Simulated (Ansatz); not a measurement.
## CuO (Tenorite) under changes of volume

One of the cells (10.135 Å³/atom); the others are scaled copies at fixed shape and fractional positions:

```
CELL_PARAMETERS angstrom
2.34185 -1.71130 0.00000
2.34185 1.71130 0.00000
-0.85003 0.00000 5.05787
ATOMIC_POSITIONS crystal
Cu 0.50000 0.00000 0.50000
Cu 0.00000 0.50000 0.00000
O 0.41840 0.58160 0.75000
O 0.58160 0.41840 0.25000
```

* Program: Ansatz 0.2.0
* Functional: PBE
* Potentials or basis: Ansatz PAW polarizable
* Cutoff: 420 eV (not typed: the program's choice for these potentials)
* k mesh: 10 × 10 × 5
* Occupations: fermi-dirac, width 0.05 eV
* Spin: no spin polarisation

| volume (Å³/atom) | energy over the lowest point (meV/atom) | pressure (GPa) | largest force (eV/Å) |
| --- | --- | --- | --- |
| 9.527 | 51.20 | 19.1 | 0.048 |
| 9.730 | 30.24 | 14.1 | 0.126 |
| 9.932 | ? | ? | ? |
| 10.135 | 5.57 | 5.7 | 0.261 |
| 10.338 | 0.65 | 2.2 | 0.321 |
| 10.540 | 0.00 | -1.0 | 0.376 |
| 10.743 | 3.17 | -3.9 | 0.426 |

Task: What does the run at 9.932 Å³/atom give?

Result: Energy over the lowest point 15.24 meV/atom; pressure 9.7 GPa; largest force 0.196 eV/Å.

Worked out: A Birch-Murnaghan fit of order 3 (a polynomial in V^(-2/3)) to the other rows has its minimum at 10.47 Å³/atom with B0 = V·E''(V) = 162 GPa and B' = 4.6 at fixed shape and positions, which overstates the stiffness. It gives 15.28 meV/atom at 9.932 Å³/atom, against the run's 15.24, and -dE/dV = 9.7 GPa, against 9.7.

Energies are extrapolated to zero smearing.

Caveats: the run has no spin polarisation, though such a crystal can be magnetic.
